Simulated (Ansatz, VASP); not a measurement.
One calculation of Ru, two programs

```
Ru
1.0
    -1.46157    1.46157    1.46157
     1.46157   -1.46157    1.46157
     1.46157    1.46157   -1.46157
Ru
1
Direct
  0.00000 0.00000 0.00000
```

The cell was built by a generator and needn't be a form met in nature.

Alike in both runs: task relaxation of cell and atoms; functional PBEsol; k mesh 10 × 10 × 10; occupations gaussian, width 0.1 eV; no spin polarisation.

|  | VASP | Ansatz |
| --- | --- | --- |
| version | VASP 6.6.1 | Ansatz 0.2.0 |
| potentials or method | VASP PAW PBE potentials, release 64 (Ru_pv) | scalar-relativistic, plane waves, PAW |
| plane-wave cutoff (eV) | 600 | 420 |
| valence electrons in the cell | 14 | 16 |

```csv
,VASP,Ansatz,Ansatz less VASP
"gap on the k mesh at the Fermi level, each at its own relaxed structure (eV)",none,none,-
relaxed volume (Å³/atom),13.77,13.74,-0.029
relaxed cell length with the largest relative difference (Å),2.615,2.613,-0.0018
energy change over the relaxation (meV/atom),-135,-135,-0.2
```

A gap of «none» marks a metal or a gap that the smearing closes. The two sets of potentials don't hold the same shells in valence.

Caveats: the PAW data sets were made with another functional, which shifts forces and pressure a little (VASP).
